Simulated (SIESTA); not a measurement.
Crystal: TiO2 (Anatase).

```
Ti O
1.0
    -1.89210    1.89210    4.75730
     1.89210   -1.89210    4.75730
     1.89210    1.89210   -4.75730
Ti O
2 4
Direct
  0.75000 0.25000 0.50000
  0.00000 0.00000 0.00000
  0.79190 0.79190 0.00000
  0.54190 0.04190 0.50000
  0.95810 0.45810 0.50000
  0.20810 0.20810 0.00000
```

Program: SIESTA 5.4.2. Alike in all runs: no spin polarisation; cell as given; smearing fermi-dirac 0.05 eV; grid cutoff 800 Ry; energy shift 0.003 Ry.

Order these runs on this cell by their pressure, lowest first.
A. level RPBE; potentials or basis PseudoDojo 0.4 standard (PBE files), DZP (energy shift 0.003 Ry; two zetas on semicore shells); k mesh 6 × 6 × 6
B. level BLYP; potentials or basis PseudoDojo 0.4 standard (PBE files), DZP (energy shift 0.003 Ry; two zetas on semicore shells); k mesh 6 × 6 × 6
C. level PBE; potentials or basis PseudoDojo 0.4 standard (PBE files), SZ (energy shift 0.003 Ry); k mesh 7 × 7 × 7
D. level PW91; potentials or basis PseudoDojo 0.4 standard (PBE files), DZP (energy shift 0.003 Ry; two zetas on semicore shells); k mesh 6 × 6 × 6
E. level LDA; potentials or basis PseudoDojo 0.4 standard (LDA files), DZP (energy shift 0.003 Ry; two zetas on semicore shells); k mesh 6 × 6 × 6

E (-2.4 GPa), C (2.2 GPa), D (8.5 GPa), A (13.0 GPa), B (14.9 GPa).

Caveats: the basis of atomic orbitals isn't converged, which shifts pressures, moduli and gaps; the potentials were made for another functional, which shifts forces and pressure (some runs); the basis has no polarisation orbitals (some runs).
